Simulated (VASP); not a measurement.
# C in VASP: a series of runs

Aim: see how the results for C move with the level of theory and the settings. Levels: r2SCAN, r2SCAN+rVV10. Tasks: single point.

All numbers are computed with VASP 6.6.1; they aren't measurements. Logs are shortened: lines on timing, memory, paths and dates and some standing lists are left out, and cuts for length are marked.

### Step 1. The sheet as given

The cell holds a sheet with vacuum, 2 atoms: a = 2.461 Å, b = 2.461 Å, c = 16.000 Å, α = 90.00°, β = 90.00°, γ = 120.00°.

The cell was built by a generator and needn't be a form met in nature.

### Step 2. Single point, r2SCAN

INCAR reads:

```
ALGO = Normal ; EDIFF = 1E-7
ENCUT = 520 ; ISIF = 2
ISMEAR = -1 ; LASPH = True
LCHARG = False ; LMIXTAU = True
LREAL = False ; LWAVE = False
METAGGA = R2SCAN ; NELM = 100
PREC = Accurate ; SIGMA = 0.05
```

KPOINTS reads:

```
k-points
0
Gamma
  16 16 1
```

POSCAR reads:

```
C
1.0
    2.4610000000      0.0000000000      0.0000000000
   -1.2305000000      2.1312885187      0.0000000000
    0.0000000000      0.0000000000     16.0000000000
C
2
Direct
    0.0000000000      0.0000000000      0.5000000000
    0.3333333333      0.6666666667      0.5000000000
```

Potentials or basis: VASP PAW PBE potentials, release 64 (C).

On the command line:

```console
cat potpaw_PBE.64/C/POTCAR > POTCAR
mpirun -np 1 vasp_std > vasp.out
```

OUTCAR:

```text
EDIFF = 1E-7
   ENCUT = 520
   ISIF = 2
   ISMEAR = -1
   LASPH = True
   LREAL = False
   METAGGA = R2SCAN
   NELM = 100
   PREC = Accurate

 ion  position               nearest neighbor table
   1  0.000  0.000  0.500-   2 1.42   2 1.42   2 1.42
   2  0.333  0.667  0.500-   1 1.42   1 1.42   1 1.42

  LATTYP: Found a hexagonal cell.
 ALAT       =     2.4610000000
 C/A-ratio  =     6.5014221861

  Lattice vectors:

 A1 = (   2.4610000000,   0.0000000000,   0.0000000000)
 A2 = (  -1.2305000000,   2.1312885187,   0.0000000000)
 A3 = (   0.0000000000,   0.0000000000,  16.0000000000)

Analysis of symmetry for initial positions (statically):
=====================================================================
 Subroutine PRICEL returns:
 Original cell was already a primitive cell.

 Routine SETGRP: Setting up the symmetry group for a
 hexagonal supercell.

 Subroutine GETGRP returns: Found 24 space group operations
 (whereof 12 operations were pure point group operations)
 out of a pool of 24 trial point group operations.

The static configuration has the point symmetry D_3h.
 The point group associated with its full space group is D_6h.

Analysis of symmetry for dynamics (positions and initial velocities):
=====================================================================
 Subroutine PRICEL returns:
 Original cell was already a primitive cell.

 Routine SETGRP: Setting up the symmetry group for a
 hexagonal supercell.

 Subroutine GETGRP returns: Found 24 space group operations
 (whereof 12 operations were pure point group operations)
 out of a pool of 24 trial point group operations.

The dynamic configuration has the point symmetry D_3h.
 The point group associated with its full space group is D_6h.

 Subroutine INISYM returns: Found 24 space group operations
 (whereof 12 operations are pure point group operations),
 and found     1 'primitive' translations

----------------------------------------------------------------------------------------

                                     Primitive cell

  volume of cell :      83.9216

  direct lattice vectors                    reciprocal lattice vectors
     2.461000000  0.000000000  0.000000000     0.406338887  0.234599866  0.000000000
    -1.230500000  2.131288519  0.000000000     0.000000000  0.469199731  0.000000000
     0.000000000  0.000000000 16.000000000     0.000000000  0.000000000  0.062500000

  length of vectors
     2.461000000  2.461000000 16.000000000     0.469199731  0.469199731  0.062500000

  position of ions in fractional coordinates (direct lattice)
     0.000000000  0.000000000  0.500000000
     0.333333333  0.666666667  0.500000000

  ion indices of the primitive-cell ions
   primitive index   ion index
                 1           1
                 2           2

----------------------------------------------------------------------------------------

 KPOINTS: k-points

Automatic generation of k-mesh.
 Grid dimensions read from file:
 generate k-points for:   16   16    1

 Generating k-lattice:

  Cartesian coordinates                     Fractional coordinates (reciprocal lattice)
     0.025396180  0.014662492  0.000000000     0.062500000  0.000000000  0.000000000
     0.000000000  0.029324983  0.000000000     0.000000000  0.062500000  0.000000000
     0.000000000  0.000000000  0.062500000     0.000000000  0.000000000  1.000000000

  Length of vectors
     0.029324983  0.029324983  0.062500000

  Shift w.r.t. Gamma in fractional coordinates (k-lattice)
     0.000000000  0.000000000  0.000000000

 Subroutine IBZKPT returns following result:
 ===========================================

 Found     30 irreducible k-points:

 Following reciprocal coordinates:
            Coordinates               Weight
  0.000000  0.000000  0.000000      1.000000
  0.062500  0.000000  0.000000      6.000000
  0.125000  0.000000  0.000000      6.000000
  0.187500  0.000000  0.000000      6.000000
  0.250000  0.000000  0.000000      6.000000
  0.312500 -0.000000  0.000000      6.000000
[... 16 lines left out ...]
  0.187500  0.187500  0.000000      6.000000
  0.250000  0.187500  0.000000     12.000000
 [... further k-points ...]
   k-points           NKPTS =     30   k-points in BZ     NKDIM =     30   number of bands    NBANDS=      8
   number of dos      NEDOS =    301   number of ions     NIONS =      2
   total plane-waves  NPLWV =  38880
   dimension x,y,z NGX =    18 NGY =   18 NGZ =  120
   dimension x,y,z NGXF=    36 NGYF=   36 NGZF=  240
   ions per type =               2
   NGX,Y,Z   is equivalent  to a cutoff of  12.16, 12.16, 12.47 a.u.
   NGXF,Y,Z  is equivalent  to a cutoff of  24.32, 24.32, 24.94 a.u.
 SYSTEM =  unknown system
   PREC   = accura    normal or accurate (medium, high low for compatibility)
   ISTART =      0    job   : 0-new  1-cont  2-samecut
   ICHARG =      2    charge: 1-file 2-atom 10-const
   ISPIN  =      1    spin polarized calculation?
   LNONCOLLINEAR =      F non collinear calculations
   LSORBIT =      F    spin-orbit coupling
   LASPH  =      T    aspherical Exc in radial PAW
   ENCUT  =  520.0 eV  38.22 Ry    6.18 a.u.   4.58  4.58 29.75*2*pi/ulx,y,z
   NELM   =    100;   NELMIN=  2; NELMDL= -5     # of ELM steps
   EDIFF  = 0.1E-06   stopping-criterion for ELM
   LREAL  =      F    real-space projection
   EDIFFG = 0.1E-05   stopping-criterion for IOM
   NSW    =      0    number of steps for IOM
   IBRION =     -1    ionic relax: 0-MD 1-quasi-New 2-CG
   NFREE  =      0    steps in history (QN), initial steepest desc. (CG)
   ISIF   =      2    stress and relaxation
   ISYM   =      2    0-nonsym 1-usesym 2-fastsym
   POTIM  = 0.5000    time-step for ionic-motion
   TEBEG  =    0.0;   TEEND  =   0.0 temperature during run
   PSTRESS=    0.0 pullay stress
   NELECT =       8.0000    total number of electrons
   NUPDOWN=      -1.0000    fix difference up-down
   EMIN   =  10.00;   EMAX   =-10.00  energy-range for DOS
   EFERMI =   0.00;   METHOD = LEGACY
   ISMEAR =    -1;   SIGMA  =   0.05  broadening in eV -4-tet -1-fermi 0-gaus
   EFERMI_NEDOS =   21; number of points for ismear=-14 and -15
   IALGO  =     38    algorithm
   IMIX   =      4    mixing-type and parameters
     AMIX     =   0.40;   BMIX     =  1.00
     AMIX_MAG =   1.60;   BMIX_MAG =  1.00
  volume/ion in A,a.u.               =      41.96       283.17
  Fermi-wavevector in a.u.,A,eV,Ry     =   0.747848  1.413228  7.609428  0.559277
  Thomas-Fermi vector in A             =   1.843999
   LORBIT       =      0    0 simple, 1 ext, 2 COOP (PROOUT), +10 PAW based schemes
   METAGGA = R2SCAN    functional components
   LHFCALC =     F    Hartree Fock is set to
   AEXX    =    0.0000 exact exchange contribution
   IVDW    =     0    specifies the selected vdW correction
   LEPSILON=     F    determine dielectric tensor
   LRPA    =     F    only Hartree local field effects (RPA)
 non-spin polarized calculation
  energy-cutoff  :      520.00
  volume of cell :       83.92
 maximum number of plane-waves:      2292
   NGX =  9   NGY =  9   NGZ = 59

 number of electron       7.9999997 magnetization

 Free energy of the ion-electron system (eV)
  ---------------------------------------------------
  ext. energy  EPLUGINS =         0.00000000
  ---------------------------------------------------
  free energy    TOTEN  =       -19.84433512 eV

  energy without entropy =      -19.84433500  energy(sigma->0) =      -19.84433506

 E-fermi :  -2.4030     XC(G=0):  -2.6976

 val. band max:       -3.0637732648   @ k =   0.3125   0.3125   0.0000
 cond. band min:      -1.7422203199   @ k =   0.3125   0.3125   0.0000
 fundamental gap:      1.3215529449
 Fermi energy:        -2.4030145861

 k-point     1 :       0.0000    0.0000    0.0000
  band No.  band energies     occupation
      1     -23.2175      2.00000
      2     -10.5031      2.00000
      3      -5.6369      2.00000
      4      -5.6369      2.00000
      5       1.2410      0.00000
      6       2.0892      0.00000
      7       2.3565      0.00000
      8       4.0669      0.00000

 k-point     2 :       0.0625    0.0000    0.0000
  band No.  band energies     occupation
      1     -23.1196      2.00000
      2     -10.3863      2.00000
      3      -6.0417      2.00000
      4      -5.8468      2.00000
      5       1.3684      0.00000
      6       2.2171      0.00000
      7       2.4851      0.00000
      8       4.1941      0.00000

 k-point     3 :       0.1250    0.0000    0.0000
  band No.  band energies     occupation
      1     -22.8265      2.00000
      2     -10.0376      2.00000
      3      -7.1274      2.00000
      4      -6.3876      2.00000
      5       1.7507      0.00000
      6       2.6007      0.00000
      7       2.8709      0.00000
      8       4.5749      0.00000

 k-point     4 :       0.1875    0.0000    0.0000
  band No.  band energies     occupation
      1     -22.3402      2.00000
      2      -9.4624      2.00000
      3      -8.6358      2.00000
      4      -7.0817      2.00000
      5       2.3876      0.00000
      6       3.2384      0.00000
      7       3.5140      0.00000
      8       5.2057      0.00000

 k-point     5 :       0.2500    0.0000    0.0000
  band No.  band energies     occupation
      1     -21.6642      2.00000
      2     -10.3456      2.00000
      3      -8.6722      2.00000
      4      -7.7793      2.00000
      5       3.2779      0.00000
      6       4.1181      0.00000
      7       4.4131      0.00000
      8       5.4053      0.00000
[... 177 lines left out ...]
 k-point    22 :       0.4375    0.1250    0.0000
  band No.  band energies     occupation
      1     -17.4615      2.00000
      2     -16.2315      2.00000
      3     -10.4083      2.00000
      4      -4.5662      2.00000
      5      -0.7094      0.00000
      6       6.9391      0.00000
      7       9.6219      0.00000
      8       9.7371      0.00000

 k-point    23 :       0.1875    0.1875    0.0000
  band No.  band energies     occupation
      1     -20.6162      2.00000
      2     -11.5207      2.00000
      3      -9.9137      2.00000
      4      -7.4616      2.00000
      5       3.4666      0.00000
      6       4.6793      0.00000
      7       5.5157      0.00000
      8       5.8299      0.00000

 k-point    24 :       0.2500    0.1875    0.0000
  band No.  band energies     occupation
      1     -19.6817      2.00000
      2     -12.8231      2.00000
      3     -10.7702      2.00000
      4      -6.4155      2.00000
      5       1.9370      0.00000
      6       5.9440      0.00000
      7       6.7538      0.00000
      8       7.1137      0.00000

 [... further k-points ...]

------------------------ aborting loop because EDIFF is reached ----------------------------------------

  FORCE on cell =-STRESS in cart. coord.  units (eV):
  Direction    XX          YY          ZZ          XY          YZ          ZX
  --------------------------------------------------------------------------------------
  -------------------------------------------------------------------------------------
  Total       -0.1815779     -0.1815779     -0.0127868      0.0000000      0.0000000      0.0000000
  in kB       -3.4665674     -3.4665674     -0.2441165      0.0000000      0.0000000      0.0000000
  external PRESSURE =      -2.3924171 kB  Pullay stress =       0.0000000 kB

 VOLUME and BASIS-vectors are now :
 -----------------------------------------------------------------------------
  energy-cutoff  :      520.00
  volume of cell :       83.92
      direct lattice vectors                 reciprocal lattice vectors
     2.461000000  0.000000000  0.000000000     0.406338887  0.234599866  0.000000000
    -1.230500000  2.131288519  0.000000000     0.000000000  0.469199731  0.000000000
     0.000000000  0.000000000 16.000000000     0.000000000  0.000000000  0.062500000

 POSITION                                       TOTAL-FORCE (eV/Angst)
 -----------------------------------------------------------------------------------
      0.00000      0.00000      8.00000        -0.000000      0.000000      0.000000
     -0.00000      1.42086      8.00000         0.000000      0.000000      0.000000
 -----------------------------------------------------------------------------------
    total drift:                                0.000000     -0.000000     -0.000000

  FREE ENERGIE OF THE ION-ELECTRON SYSTEM (eV)
  ---------------------------------------------------
  free  energy   TOTEN  =       -19.8443351178 eV

  energy  without entropy=      -19.8443349963  energy(sigma->0) =      -19.84433506
```

It took 2.3 min on 1 thread of Intel Xeon Platinum 8488C (Sapphire Rapids), shared host; peak memory 0.2 GiB.

What came out:

```yaml
Free_energy: -19.8443 eV
Band_gap_on_the_k_mesh: 1.32 eV, direct
```

Caveat: the PAW data sets were made with another functional, which shifts forces and pressure a little.

### Step 3. Single point, r2SCAN+rVV10

INCAR reads:

```
ALGO = Normal ; BPARAM = 11.95
CPARAM = 0.0093 ; EDIFF = 1E-7
ENCUT = 520 ; ISIF = 2
ISMEAR = -1 ; IVDW_NL = 2
LASPH = True ; LCHARG = False
LMIXTAU = True ; LREAL = False
LUSE_VDW = True ; LWAVE = False
METAGGA = R2SCAN ; NELM = 100
PREC = Accurate ; SIGMA = 0.05
```

KPOINTS is that of step 2.

POSCAR is that of step 2.

Potentials or basis: VASP PAW PBE potentials, release 64 (C).

On the command line:

```console
cat potpaw_PBE.64/C/POTCAR > POTCAR
mpirun -np 1 vasp_std > vasp.out
```

Wall time 3.8 min (1 thread of Intel Xeon Platinum 8488C (Sapphire Rapids), shared host); peak memory 0.33 GiB.

The run converged. Its results:

| Item | Value |
| --- | --- |
| Free energy | -19.5973 eV |
| Band gap on the k mesh | 1.32 eV, direct |

Levels at points of the mesh, in eV from the valence-band top:
```csv
k point,band 1,band 2,band 3,band 4,band 5,band 6,band 7,band 8
"(0.00, 0.00, 0.00)",-20.15,-7.44,-2.57,-2.57,4.24,5.10,5.44,7.13
"(0.50, 0.00, 0.00)",-14.65,-13.40,-6.17,-1.86,2.46,8.36,12.29,12.37
```

Caveat: the PAW data sets were made with another functional, which shifts forces and pressure a little. r2SCAN opens gaps a little over a GGA but as a rule still falls short of measured ones.
